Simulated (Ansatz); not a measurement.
**N in Ansatz: the effect of exact exchange**

Crystal: N.

```
N
1.0
     4.16723    0.00000    0.00000
    -2.08362    3.60893    0.00000
     0.00000    0.00000    7.00600
N
4
Cartesian
  2.0836 1.2030 4.7015
  2.0836 1.2030 5.8075
  0.0000 2.4060 1.1985
  0.0000 2.4060 2.3045
```

Alike in all runs:

* Program: Ansatz 0.2.0
* Task: single point
* Functional: HSE06 form with a typed share of exact exchange
* Potentials or basis: Ansatz PAW
* Cutoff: 420 eV (not typed: the program's choice for these potentials)
* k mesh: 4 × 4 × 2
* Occupations: fermi-dirac, width 0.05 eV
* Spin: no spin polarisation

| exact exchange | gap on the mesh (eV) | pressure (GPa) | largest force (eV/Å) |
| --- | --- | --- | --- |
| 0.25 | 9.50 | -2.6 | 2.55 |
| 0.3 | 9.97 | -3.1 | 2.95 |
| 0.4 | ? | ? | ? |
| 0.5 | 11.84 | -4.8 | 4.49 |

Q: What does the run with exact exchange 0.4 give?

A: gap on the mesh 10.91 eV; pressure -3.9 GPa; largest force 3.72 eV/Å.

Worked out: A straight line through the other rows of the gap on the mesh, of slope 9.36 eV per unit of exact exchange, gives 10.90 eV, against the run's 10.91. A straight line through the other rows of the pressure, of slope -8.71 GPa per unit of exact exchange, gives -3.9 GPa, against the run's -3.9. A straight line through the other rows of the largest force, of slope 7.74 eV/Å per unit of exact exchange, gives 3.72 eV/Å, against the run's 3.72.

Caveats: all runs use coarse meshes; the PAW data sets come from PBE, with cores solved anew for the run's functional, which leaves a small shift of forces and pressure; forces of over 1 eV/Å show positions far from the minimum, so gaps and moduli don't describe the material at rest; the thresholds are loose for stress.

A k mesh can miss the band edges.
